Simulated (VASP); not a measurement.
**Sn under changes of volume**

One of the cells (36.854 Å³/atom); the others are scaled copies at fixed shape and fractional positions:

```
CELL_PARAMETERS angstrom
0.00000 3.32783 3.32783
3.32783 0.00000 3.32783
3.32783 3.32783 0.00000
ATOMIC_POSITIONS crystal
Sn 0.75000 0.75000 0.75000
Sn 0.50000 0.50000 0.50000
```

This isn't the form of Sn at room conditions, which is tetragonal (white tin).

| Property | Result |
| --- | --- |
| Program | VASP 6.6.1 |
| Functional | PBE |
| Potentials or basis | VASP PAW PBE potentials, release 64 (Sn_d) |
| Cutoff | 520 eV |
| k mesh | 6 × 6 × 6 |
| Occupations | fermi-dirac, width 0.05 eV |
| Spin | no spin polarisation |

| volume (Å³/atom) | energy over the lowest point (meV/atom) | pressure (GPa) |
| --- | --- | --- |
| 35.380 | 7.29 | 1.6 |
| 36.117 | 1.78 | 0.8 |
| 36.854 | 0.00 | 0.0 |
| 37.591 | ? | ? |
| 38.328 | 6.01 | -1.3 |

Q: What does the run at 37.591 Å³/atom give?

A: Energy over the lowest point 1.55 meV/atom; pressure -0.7 GPa.

Worked out: A Birch-Murnaghan fit of order 2 (a polynomial in V^(-2/3)) to the other rows has its minimum at 36.88 Å³/atom with B0 = V·E''(V) = 36 GPa. It gives 1.50 meV/atom at 37.591 Å³/atom, against the run's 1.55, and -dE/dV = -0.7 GPa, against -0.7.

Energies are extrapolated to zero smearing.
